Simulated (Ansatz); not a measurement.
Input and command of a calculation in Ansatz (plane waves; scalar-relativistic PAW potentials unless the input names others):

```yaml
crystal:
  lattice:
    - [0.0, -5.4762743414, 0.0]
    - [0.0, 0.0, -2.9602546931]
    - [11.4525486828, 0.0, 0.0]
  atoms:
    - { symbol: S, position: [0.1226657981, 0.5, 0.2999728958] }
    - { symbol: S, position: [0.1226657981, 0.5, 0.7781436937] }
    - { symbol: S, position: [0.8773342019, 0.5, 0.8954540989] }
    - { symbol: S, position: [0.8773342019, 0.5, 0.417283301] }
    - { symbol: S, position: [0.3773342019, 0.0, 0.0608874969] }
    - { symbol: S, position: [0.3773342019, 0.0, 0.5390582948] }
    - { symbol: S, position: [0.6226657981, 0.0, 0.1781979021] }
    - { symbol: S, position: [0.6226657981, 0.0, 0.6563686999] }
basis:
  ecutwfc: 420
kpoints:
  mp_grid: { grid: [9, 16, 5] }
hamiltonian:
  xc: pbe
  dispersion: d3bj
scf:
  occupations: { method: gaussian, width: 0.15 }
  convergence: { dr2_threshold: 1.0e-09 }
output:
  forces: true
  eigenvalues: true
  stress: true
```

```bash
ansatz run input.yaml --threads 2 --pin off --max-ram 5120MiB --backend cpu --events-out ev --progress --plain --runs-dir out
```

Abridged log:
```
Warning: output.stress: scf.convergence.dr2_threshold = 1e-9 eV is looser than the 8e-10 eV advised for a printed stress (1e-10 eV for each atom of the cell: 8). ...
Pseudopotentials: kind: paw
Pseudopotential: S, paw, valence charge 6, recommended cutoff 420 eV (normal)
Functional definition: PBE
Crystal: 8 atoms, lattice volume = 185.659 Å³
Basis set: ecut = 420 eV, 3629 PW (Γ), exchange–correlation on 80×40×160 points (8 copies of the dense FFT grid, shifted against one another)
Bands: 32, of which v1, the nominal top of the filled ones, is band 24 counted from 1 (23 counted from 0)
Symmetry: 4 space group operations
Space group: Pmn21 (ITA 31), of the structure as read, at distance tolerance 5.7e-5 Å
k-points: 135 of 720 (time reversal used)
Initial density: superposition of atomic densities (neutral atoms: chi_scale 0, normalization atom), corrected by the library's trained network
Initial wavefunctions: pseudopotential atomic-orbital guess
Functional: x = pbe(κ = 0.804, μ = 0.21951497), c = pbe(β = 0.06672455)
SCF iter   1: F=—  HF=-7215.802226 eV  |F-HF|=—  |Δ(HF+E_count)|=         —  Δρ=1.59e-2  dr2=4.22e-1  ethr=1.77e-3  ⟨swp⟩=7.6  Hψ=21666  notcnv=0
SCF iter   2: F=—  HF=-7215.695526 eV  |F-HF|=—  |Δ(HF+E_count)|=   1.07e-1  Δρ=7.84e-3  dr2=1.23e-1  ethr=8.78e-4  ⟨swp⟩=1.0  Hψ=5400  notcnv=0
SCF iter   3: F=—  HF=-7215.657419 eV  |F-HF|=—  |Δ(HF+E_count)|=   3.81e-2  Δρ=1.21e-3  dr2=2.27e-3  ethr=2.56e-4  ⟨swp⟩=2.7  Hψ=7670  notcnv=0
SCF iter   4: F=—  HF=-7215.657836 eV  |F-HF|=—  |Δ(HF+E_count)|=   4.16e-4  Δρ=4.14e-4  dr2=5.38e-4  ethr=4.73e-6  ⟨swp⟩=2.0  Hψ=5834  notcnv=0
SCF iter   5: F=—  HF=-7215.657780 eV  |F-HF|=—  |Δ(HF+E_count)|=   5.55e-5  Δρ=9.19e-5  dr2=2.60e-5  ethr=1.12e-6  ⟨swp⟩=2.6  Hψ=7525  notcnv=0
SCF iter   6: F=—  HF=-7215.658214 eV  |F-HF|=—  |Δ(HF+E_count)|=   4.34e-4  Δρ=2.75e-5  dr2=2.44e-6  ethr=5.43e-8  ⟨swp⟩=2.0  Hψ=6719  notcnv=0
SCF iter   7: F=—  HF=-7215.658219 eV  |F-HF|=—  |Δ(HF+E_count)|=   4.63e-6  Δρ=5.41e-6  dr2=1.57e-7  ethr=5.09e-9  ⟨swp⟩=2.0  Hψ=6767  notcnv=0
SCF iter   8: F=—  HF=-7215.658219 eV  |F-HF|=—  |Δ(HF+E_count)|=   1.17e-7  Δρ=1.63e-6  dr2=3.21e-8  ethr=3.28e-10  ⟨swp⟩=2.1  Hψ=6434  notcnv=0
SCF iter   9: F=—  HF=-7215.658219 eV  |F-HF|=—  |Δ(HF+E_count)|=   4.90e-9  Δρ=7.48e-7  dr2=2.41e-9  ethr=6.69e-11  ⟨swp⟩=2.7  Hψ=6790  notcnv=0
SCF iter  10: F=-7215.658219 eV  HF=-7215.658219 eV  |F-HF|=3.29e-10  |Δ(HF+E_count)|=  6.51e-10  Δρ=2.60e-7  dr2=6.43e-10  ethr=2.08e-12  ⟨swp⟩=7.3  Hψ=17398  notcnv=0
SCF 1 converged in 10 iterations: F = -7215.658219 eV  dr2 = 6.43e-10
SCF converged after 10 iterations
Free energy (F): -7215.658219 eV
Harris-Foulkes:  -7215.658219 eV  (|F-HF|=3.29e-10)
Internal energy: -7215.589867 eV  (E = F + TS)
E sigma→0 (E₀):  -7215.624043 eV
Entropy (-TS):   -0.068352 eV (-8.544 meV/atom)
Fermi energy:    4.296642 eV
  E_disp       = -2.070233  (pairwise vdW)
--- Forces (eV/Å), atoms counted from 1 ---
  atom   1  S     -0.02523231     0.01836224     0.00000000
  atom   2  S      0.05646783    -0.03724158     0.00000000
  atom   3  S      0.11510544     0.01704919     0.00000000
  atom   4  S     -0.00441471     0.00182979     0.00000000
  atom   5  S     -0.11510544     0.01704919     0.00000000
  atom   6  S      0.00441471     0.00182979     0.00000000
  atom   7  S     -0.05646783    -0.03724158     0.00000000
  atom   8  S      0.02523231     0.01836224     0.00000000
--- Stress (GPa, compression-positive) ---
       -0.575463       0.000000       0.000000
        0.000000      -0.444243       0.000000
        0.000000       0.000000       0.392117
  P = ⅓ Tr σ = -0.2092 GPa (-2.092 kbar)
```

Apart from outputs and empty bands, the input differs from a reference run on usual settings in scf.convergence.dr2_threshold: not typed → 1e-09. The reference, at the same geometry (not necessarily relaxed), gave pressure -0.21 GPa, largest force 0.116 eV/Å, no gap on the mesh. This run converged in 10 SCF iterations (reference: 8) with an energy at zero smearing within 0.01 meV/atom of the reference's, pressure -0.21 GPa, largest force 0.116 eV/Å, no gap on the mesh.

It took 18 s on 2 threads of INTEL(R) XEON(R) PLATINUM 8581C CPU @ 2.30GHz (Emerald Rapids) (shared host), peak memory 0.85 GiB.